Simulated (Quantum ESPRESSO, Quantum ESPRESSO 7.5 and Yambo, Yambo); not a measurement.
## AgBr (Bromargyrite): G0W0 with Yambo, start to end

Wanted: ground state, empty states, screening and self-energy for AgBr (Bromargyrite).

Program: Quantum ESPRESSO 7.5 and Yambo 5.3.0. Level of theory: PBE and many-body steps on it, plane waves. Results are calculated unless marked as measured.

## (1) The starting structure

Symmetry: Fm-3m, No. 225, cubic system. Conventional cell: a = 5.774 Å, b = 5.774 Å, c = 5.774 Å, α = 90.00°, β = 90.00°, γ = 90.00°. Ag has 6 Br at 2.89 Å nearest. Br has 6 Ag at 2.89 Å nearest. Farther neighbours and most contacts between anions are not listed.

As a file:

```cif
data_structure
_symmetry_space_group_name_H-M 'Fm-3m'
_symmetry_Int_Tables_number 225
_cell_length_a 5.7745
_cell_length_b 5.7745
_cell_length_c 5.7745
_cell_angle_alpha 90.000
_cell_angle_beta 90.000
_cell_angle_gamma 90.000
_cell_volume 192.55
loop_
_atom_site_label
_atom_site_type_symbol
_atom_site_symmetry_multiplicity
_atom_site_Wyckoff_symbol
_atom_site_fract_x
_atom_site_fract_y
_atom_site_fract_z
_atom_site_occupancy
Ag1 Ag 4 a 0.00000 0.00000 0.00000 1
Br1 Br 4 b 0.50000 0.00000 0.00000 1
```

The cell and positions come from the Crystallography Open Database and are kept as given unless a step says otherwise.

## (2) Ground state

This step: Quantum ESPRESSO 7.5; DFT, PBE, plane waves, norm-conserving pseudopotentials.

The ground-state density comes first.

Input file pw.in:

```
&control
  calculation = 'scf'
  prefix = 'x'
  outdir = 'o'
  pseudo_dir = 'pseudo'
/
&system
  ibrav = 0
  nat = 2
  ntyp = 2
  ecutwfc = 76.0
  nbnd = 23
  force_symmorphic = .true.
/
&electrons
  conv_thr = 1e-10
  electron_maxstep = 80
  mixing_beta = 0.5
/
ATOMIC_SPECIES
  Ag 107.87 Ag.upf
  Br 79.904 Br.upf
CELL_PARAMETERS angstrom
  0.0000000000 2.8872500000 2.8872500000
  2.8872500000 0.0000000000 2.8872500000
  2.8872500000 2.8872500000 0.0000000000
ATOMIC_POSITIONS crystal
  Ag 0.0000000000 0.0000000000 0.0000000000
  Br 0.5000000000 0.5000000000 0.5000000000
K_POINTS automatic
  6 6 6 0 0 0
```

Command:

```bash
$ OMP_NUM_THREADS=1 mpirun -n 4 pw.x -nk 4 -in pw.in > pw.out
```

Log:

```text
Program PWSCF v.7.5 starts

     This program is part of the open-source Quantum ESPRESSO suite
     for quantum simulation of materials; please cite
         "P. Giannozzi et al., J. Phys.:Condens. Matter 21 395502 (2009);
         "P. Giannozzi et al., J. Phys.:Condens. Matter 29 465901 (2017);
         "P. Giannozzi et al., J. Chem. Phys. 152 154105 (2020);
     in publications or presentations arising from this work. More details at
     Message from routine setup:
     using ibrav=0 with symmetry is DISCOURAGED, use correct ibrav instead

     G-vector sticks info

     bravais-lattice index     =            0
     lattice parameter (alat)  =       7.7161  a.u.
     unit-cell volume          =     324.8477 (a.u.)^3
     number of atoms/cell      =            2
     number of atomic types    =            2
     number of electrons       =        36.00
     number of Kohn-Sham states=           23
     kinetic-energy cutoff     =      76.0000  Ry
     charge density cutoff     =     304.0000  Ry
     scf convergence threshold =      1.0E-10
     mixing beta               =       0.5000
     number of iterations used =            8  plain     mixing
     Exchange-correlation= PBE
                           (   1   4   3   4   0   0   0)

     celldm(1)=   7.716107  celldm(2)=   0.000000  celldm(3)=   0.000000
     celldm(4)=   0.000000  celldm(5)=   0.000000  celldm(6)=   0.000000

     crystal axes: (cart. coord. in units of alat)
               a(1) = (   0.000000   0.707107   0.707107 )
               a(2) = (   0.707107   0.000000   0.707107 )
               a(3) = (   0.707107   0.707107   0.000000 )

     reciprocal axes: (cart. coord. in units 2 pi/alat)
               b(1) = ( -0.707107  0.707107  0.707107 )
               b(2) = (  0.707107 -0.707107  0.707107 )
               b(3) = (  0.707107  0.707107 -0.707107 )
     Pseudo is Norm-conserving + core correction, Zval = 19.0
     Generated using ONCVPSP code by D. R. Hamann
     Using radial grid of 1538 points,  6 beta functions with:
     Pseudo is Norm-conserving + core correction, Zval = 17.0
     Generated using ONCVPSP code by D. R. Hamann
     Using radial grid of 1098 points,  6 beta functions with:
     Ag               19.00   107.87000     Ag( 1.00)
     Br               17.00    79.90400     Br( 1.00)

     48 Sym. Ops., with inversion, found

   Cartesian axes

     site n.     atom                  positions (alat units)
         1        Ag     tau(   1) = (   0.0000000   0.0000000   0.0000000  )
         2        Br     tau(   2) = (   0.7071068   0.7071068   0.7071068  )

     number of k points=    16
                       cart. coord. in units 2pi/alat
        k(    1) = (   0.0000000   0.0000000   0.0000000), wk =   0.0092593
        k(    2) = (   0.1178511   0.1178511  -0.1178511), wk =   0.0740741
        k(    3) = (   0.2357023   0.2357023  -0.2357023), wk =   0.0740741
        k(    4) = (  -0.3535534  -0.3535534   0.3535534), wk =   0.0370370
        k(    5) = (   0.2357023   0.0000000  -0.0000000), wk =   0.0555556
        k(    6) = (   0.3535534   0.1178511  -0.1178511), wk =   0.2222222
        k(    7) = (  -0.2357023  -0.4714045   0.4714045), wk =   0.2222222
        k(    8) = (  -0.1178511  -0.3535534   0.3535534), wk =   0.2222222
        k(    9) = (   0.0000000  -0.2357023   0.2357023), wk =   0.1111111
        k(   10) = (   0.4714045   0.0000000  -0.0000000), wk =   0.0555556
     [... 4 further rows ...]
        k(   15) = (  -0.1178511  -0.3535534   0.5892557), wk =   0.2222222
        k(   16) = (  -0.7071068   0.2357023   0.0000000), wk =   0.1111111

     Dense  grid:    29123 G-vectors     FFT dimensions: (  45,  45,  45)

     Initial potential from superposition of free atoms

     starting charge      35.9995, renormalised to      36.0000
     Starting wfcs are   19 randomized atomic wfcs +    4 random wfcs

     per-process dynamical memory:    25.4 Mb

     Self-consistent Calculation

     iteration #  1     ecut=    76.00 Ry     beta= 0.50

     Threshold (ethr) on eigenvalues was too large:
     Diagonalizing with lowered threshold

     total energy              =    -580.82742874 Ry
     estimated scf accuracy    <       0.02654878 Ry

     iteration #  2     ecut=    76.00 Ry     beta= 0.50

     total energy              =    -580.83468106 Ry
     estimated scf accuracy    <       0.00494654 Ry

     iteration #  3     ecut=    76.00 Ry     beta= 0.50

     total energy              =    -580.83557517 Ry
     estimated scf accuracy    <       0.00030962 Ry

     iteration #  4     ecut=    76.00 Ry     beta= 0.50

     total energy              =    -580.83560811 Ry
     estimated scf accuracy    <       0.00002358 Ry

     iteration #  5     ecut=    76.00 Ry     beta= 0.50

     total energy              =    -580.83561060 Ry
     estimated scf accuracy    <       0.00000160 Ry

     iteration #  6     ecut=    76.00 Ry     beta= 0.50

     total energy              =    -580.83561080 Ry
     estimated scf accuracy    <       0.00000002 Ry

     iteration #  7     ecut=    76.00 Ry     beta= 0.50

     total energy              =    -580.83561081 Ry
     estimated scf accuracy    <          2.2E-09 Ry

     iteration #  8     ecut=    76.00 Ry     beta= 0.50

     total energy              =    -580.83561081 Ry
     estimated scf accuracy    <          3.8E-10 Ry

     iteration #  9     ecut=    76.00 Ry     beta= 0.50

     End of self-consistent calculation

          k = 0.0000 0.0000 0.0000 (  3695 PWs)   bands (ev):

   -80.6914 -51.2099 -51.2099 -51.2095 -51.2095 -51.2095 -44.2125 -44.2125
   -44.2125  -5.5764   6.6720   6.6720   6.6720   6.6726   6.6726   7.5251
     7.5251   7.5251  10.0695  19.3263  19.3263  19.3263  20.6112

          k = 0.1179 0.1179-0.1179 (  3632 PWs)   bands (ev):

   -80.6912 -51.2099 -51.2099 -51.2095 -51.2095 -51.2095 -44.2129 -44.2125
   -44.2125  -5.4768   6.0307   6.1077   6.1077   6.7427   6.7427   7.1277
     8.2043   8.2043  11.3616  17.4621  18.5440  18.5440  20.3500

          k = 0.2357 0.2357-0.2357 (  3633 PWs)   bands (ev):

   -80.6912 -51.2099 -51.2099 -51.2095 -51.2095 -51.2095 -44.2136 -44.2126
   -44.2126  -5.2644   4.7818   5.5376   5.5376   6.8890   6.8890   7.2082
     9.0342   9.0342  12.8929  16.0160  16.8812  16.8812  20.7101

          k =-0.3536-0.3536 0.3536 (  3648 PWs)   bands (ev):

     [... further k-points ...]

     highest occupied, lowest unoccupied level (ev):     9.3930   10.0695

!    total energy              =    -580.83561081 Ry
     estimated scf accuracy    <          9.5E-12 Ry

     The total energy is the sum of the following terms:
     one-electron contribution =    -317.34591710 Ry
     hartree contribution      =     165.01635383 Ry
     xc contribution           =     -90.89128098 Ry
     ewald contribution        =    -337.61476655 Ry

     convergence has been achieved in   9 iterations

     XML data file, charge density, pseudopotentials, collected wavefunctions

=------------------------------------------------------------------------------=
   JOB DONE.
=------------------------------------------------------------------------------=
```

The job ended after 7.1 s (4 MPI ranks of Arm Neoverse V1, shared host; peak memory 0.27 GiB).

Numbers from this step:

| Item | Value |
| --- | --- |
| total energy | -7902.6711 eV |
| gap | 0.6765 eV |
| k of the valence top | 0, 0, -0.5 |
| k of the conduction bottom | 0, 0, 0 |
| least direct gap | 2.544 eV |

The gap is indirect, with the least direct gap 1.87 eV higher.

## (3) Bands along the symmetry lines

The cheap functional maps the bands first; the places of the edges decide which points the dearer methods must see.

Input file pw.in:

```
&control
  calculation = 'bands'
  prefix = 'x'
  outdir = 'o'
  pseudo_dir = 'pseudo'
/
&system
  ibrav = 0
  nat = 2
  ntyp = 2
  ecutwfc = 76.0
  nbnd = 24
  force_symmorphic = .true.
/
&electrons
  conv_thr = 1e-9
  electron_maxstep = 80
  diago_full_acc = .true.
  diago_thr_init = 5e-6
/
ATOMIC_SPECIES
  Ag 107.87 Ag.upf
  Br 79.904 Br.upf
CELL_PARAMETERS angstrom
  0.0000000000 2.8872500000 2.8872500000
  2.8872500000 0.0000000000 2.8872500000
  2.8872500000 2.8872500000 0.0000000000
ATOMIC_POSITIONS crystal
  Ag 0.0000000000 0.0000000000 0.0000000000
  Br 0.5000000000 0.5000000000 0.5000000000
K_POINTS crystal
  50
  0.00000000 0.00000000 0.00000000 1
  0.06250000 0.00000000 0.06250000 1
  0.12500000 0.00000000 0.12500000 1
  0.18750000 0.00000000 0.18750000 1
  0.25000000 0.00000000 0.25000000 1
  0.31250000 0.00000000 0.31250000 1
  0.37500000 0.00000000 0.37500000 1
  0.43750000 0.00000000 0.43750000 1
  0.50000000 0.00000000 0.50000000 1
  0.51562500 0.03125000 0.51562500 1
  0.53125000 0.06250000 0.53125000 1
  0.54687500 0.09375000 0.54687500 1
  0.56250000 0.12500000 0.56250000 1
  0.57812500 0.15625000 0.57812500 1
  0.59375000 0.18750000 0.59375000 1
  0.60937500 0.21875000 0.60937500 1
  0.62500000 0.25000000 0.62500000 1
  0.37500000 0.37500000 0.75000000 1
  0.32812500 0.32812500 0.65625000 1
  0.28125000 0.28125000 0.56250000 1
  0.23437500 0.23437500 0.46875000 1
  0.18750000 0.18750000 0.37500000 1
  0.14062500 0.14062500 0.28125000 1
  0.09375000 0.09375000 0.18750000 1
  0.04687500 0.04687500 0.09375000 1
  0.00000000 0.00000000 0.00000000 1
  0.06250000 0.06250000 0.06250000 1
  0.12500000 0.12500000 0.12500000 1
  0.18750000 0.18750000 0.18750000 1
  0.25000000 0.25000000 0.25000000 1
  0.31250000 0.31250000 0.31250000 1
  0.37500000 0.37500000 0.37500000 1
  0.43750000 0.43750000 0.43750000 1
  0.50000000 0.50000000 0.50000000 1
  0.50000000 0.46875000 0.53125000 1
  0.50000000 0.43750000 0.56250000 1
  0.50000000 0.40625000 0.59375000 1
  0.50000000 0.37500000 0.62500000 1
  0.50000000 0.34375000 0.65625000 1
  0.50000000 0.31250000 0.68750000 1
  0.50000000 0.28125000 0.71875000 1
  0.50000000 0.25000000 0.75000000 1
  0.50000000 0.21875000 0.71875000 1
  0.50000000 0.18750000 0.68750000 1
  0.50000000 0.15625000 0.65625000 1
  0.50000000 0.12500000 0.62500000 1
  0.50000000 0.09375000 0.59375000 1
  0.50000000 0.06250000 0.56250000 1
  0.50000000 0.03125000 0.53125000 1
  0.50000000 0.00000000 0.50000000 1
```

Log:

```text
[banner, memory and clock lines left out]
Program PWSCF v.7.5 starts

     Atomic positions and unit cell read from directory:
     o/x.save/

     Message from routine setup:
     using ibrav=0 with symmetry is DISCOURAGED, use correct ibrav instead

     G-vector sticks info

     bravais-lattice index     =            0
     lattice parameter (alat)  =       7.7161  a.u.
     unit-cell volume          =     324.8477 (a.u.)^3
     number of atoms/cell      =            2
     number of atomic types    =            2
     number of electrons       =        36.00
     number of Kohn-Sham states=           24
     kinetic-energy cutoff     =      76.0000  Ry
     charge density cutoff     =     304.0000  Ry
     Exchange-correlation= PBE
                           (   1   4   3   4   0   0   0)

     celldm(1)=   7.716107  celldm(2)=   0.000000  celldm(3)=   0.000000
     celldm(4)=   0.000000  celldm(5)=   0.000000  celldm(6)=   0.000000

     crystal axes: (cart. coord. in units of alat)
               a(1) = (   0.000000   0.707107   0.707107 )
               a(2) = (   0.707107   0.000000   0.707107 )
               a(3) = (   0.707107   0.707107   0.000000 )

     reciprocal axes: (cart. coord. in units 2 pi/alat)
               b(1) = ( -0.707107  0.707107  0.707107 )
               b(2) = (  0.707107 -0.707107  0.707107 )
               b(3) = (  0.707107  0.707107 -0.707107 )
     Pseudo is Norm-conserving + core correction, Zval = 19.0
     Generated using ONCVPSP code by D. R. Hamann
     Using radial grid of 1538 points,  6 beta functions with:
     Pseudo is Norm-conserving + core correction, Zval = 17.0
     Generated using ONCVPSP code by D. R. Hamann
     Using radial grid of 1098 points,  6 beta functions with:
     Ag               19.00   107.87000     Ag( 1.00)
     Br               17.00    79.90400     Br( 1.00)

     48 Sym. Ops., with inversion, found

   Cartesian axes

     site n.     atom                  positions (alat units)
         1        Ag     tau(   1) = (   0.0000000   0.0000000   0.0000000  )
         2        Br     tau(   2) = (   0.7071068   0.7071068   0.7071068  )

     number of k points=    50
                       cart. coord. in units 2pi/alat
        k(    1) = (   0.0000000   0.0000000   0.0000000), wk =   0.0400000
        k(    2) = (   0.0000000   0.0883883   0.0000000), wk =   0.0400000
        k(    3) = (   0.0000000   0.1767767   0.0000000), wk =   0.0400000
[...]
[... 38 further rows ...]
        k(   49) = (   0.0441942   0.7071068   0.0000000), wk =   0.0400000
        k(   50) = (   0.0000000   0.7071068   0.0000000), wk =   0.0400000

     Dense  grid:    29123 G-vectors     FFT dimensions: (  45,  45,  45)

     The potential is recalculated from file :
     o/x.save/charge-density

     Starting wfcs are   19 randomized atomic wfcs +    5 random wfcs

     Band Structure Calculation

     End of band structure calculation

          k = 0.0000 0.0000 0.0000 (  3695 PWs)   bands (ev):

   -80.6914 -51.2099 -51.2099 -51.2095 -51.2095 -51.2095 -44.2126 -44.2126
   -44.2126  -5.5764   6.6719   6.6719   6.6719   6.6726   6.6726   7.5251
     7.5251   7.5251  10.0695  19.3263  19.3263  19.3263  20.6109  21.1270

          k = 0.0000 0.0884 0.0000 (  3655 PWs)   bands (ev):

[...]
k = 0.0000 0.1768 0.0000 (  3643 PWs)   bands (ev):

[...]
k =-0.0000 0.2652 0.0000 (  3635 PWs)   bands (ev):

[...]
k = 0.0000 0.4419-0.0000 (  3619 PWs)   bands (ev):

[...]
k =-0.0000 0.5303 0.0000 (  3623 PWs)   bands (ev):

[...]
k = 0.0000 0.6187-0.0000 (  3624 PWs)   bands (ev):

[...]
k = 0.4640 0.4640-0.0000 (  3627 PWs)   bands (ev):

[...]
k = 0.3315 0.3315-0.0000 (  3635 PWs)   bands (ev):

[...]
k = 0.3094 0.7071-0.0000 (  3656 PWs)   bands (ev):

[...]
k = 0.2210 0.7071-0.0000 (  3636 PWs)   bands (ev):

[...]
k = 0.1768 0.7071-0.0000 (  3634 PWs)   bands (ev):

[...]
k = 0.0442 0.7071 0.0000 (  3614 PWs)   bands (ev):

[...]
k = 0.0000 0.7071 0.0000 (  3612 PWs)   bands (ev):

[...]
-44.2131  -5.1219   5.2448   6.4122   6.6477   6.6477   6.8265   7.0645
     7.0645   7.1540  11.0344  16.4868  18.3896  20.3618  20.3618  24.3149

     XML data file, pseudopotentials, collected wavefunctions
```

It took 5.3 s on 4 MPI ranks; peak memory 0.23 GiB; 21 s of CPU time.

Numbers from this step:

```yaml
gap: 0.6765 eV
k_of_the_valence_top: 0.5, 0.5, 0.5
k_of_the_conduction_bottom: 0, 0, 0
least_direct_gap: 2.544 eV
```

The gap is 0.676 eV, as in the run before at this level.

The electronic bands at the labelled points (eV, zero at the top of the highest filled band):

```csv
point,band 15,band 16,band 17,band 18,band 19,band 20,band 21,band 22
Γ,-2.72,-1.87,-1.87,-1.87,0.68,9.93,9.93,9.93
halfway,-2.64,-1.81,-1.81,-1.60,3.25,6.69,7.86,9.49
X,-2.57,-2.33,-2.33,-2.24,1.64,7.09,9.00,10.97
halfway,-2.34,-2.28,-2.08,-1.93,2.05,7.10,8.75,10.34
U,-2.38,-2.16,-1.97,-1.17,2.98,6.84,8.21,9.15
jump to K,-2.38,-2.16,-1.97,-1.17,2.98,6.84,8.21,9.15
halfway,-2.49,-2.00,-1.74,-0.20,3.75,6.49,7.50,7.83
Γ,-2.72,-1.87,-1.87,-1.87,0.68,9.93,9.93,9.93
halfway,-2.58,-2.25,-0.74,-0.74,2.86,7.17,8.25,8.25
L,-2.43,-2.09,0.00,0.00,3.79,6.49,6.81,6.81
halfway,-2.42,-2.14,-1.17,-0.59,4.48,5.27,7.84,7.90
W,-2.32,-2.23,-2.23,-1.48,3.76,7.15,7.68,7.68
halfway,-2.33,-2.33,-2.27,-1.72,2.47,7.18,8.53,9.07
X,-2.57,-2.33,-2.33,-2.24,1.64,7.09,9.00,10.97
```

(Part 1 of 3 ends here.)

[Paths, hosts, dates, memory and timing lines, banners, echoed tables and standing remarks are left out of the program output.]

[Logs are printed without paths, hosts, clocks, repeated set-up lines and the standing remarks that a program may print on its own settings, such as how far it seeks lower states.]

[Runs of the session that timed out or met a known fault of the program may be left out.]

[Hosts, paths, dates, database ids (printed as entryN), source tags and the programs' standing remarks are cut or masked in the printed files.]
